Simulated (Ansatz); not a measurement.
Bi, 1 atom in the cell. It takes space group Im-3m (No. 229, cubic). The conventional cell has a = 3.963 Å, b = 3.963 Å, c = 3.963 Å, α = 90.00°, β = 90.00°, γ = 90.00°. Bi (site symmetry m-3m) is surrounded by 8 Bi at 3.43 Å. This isn't the form of Bi at room conditions, which is rhombohedral.

```yaml
Program: Ansatz 0.2.0
Task: single point
Functional: PBE
Potentials_or_basis: all-electron LAPW, scalar-relativistic
Cutoff: 159 eV (chosen from the basis error)
Basis_error_allowed: 0.001 eV/atom
k_mesh: 9 × 9 × 9
Occupations: gaussian, width 0.013 eV
Spin: no spin polarisation
```

Potentials or basis: all-electron LAPW, scalar-relativistic.

The run is started by

```bash
$ ansatz run input.yaml --threads 1 --pin off --max-ram 3072MiB --backend cpu --events-out ev --progress --plain --runs-dir out
```

Hardware: 1 thread of Arm Neoverse N1 (shared host).

Estimate the wall time of this run.

Wall time 5.3 s on 1 thread of Arm Neoverse N1 (shared host), peak memory 0.23 GiB. Counts: scf iterations 6, plane waves 141, k points 35, bands 23.
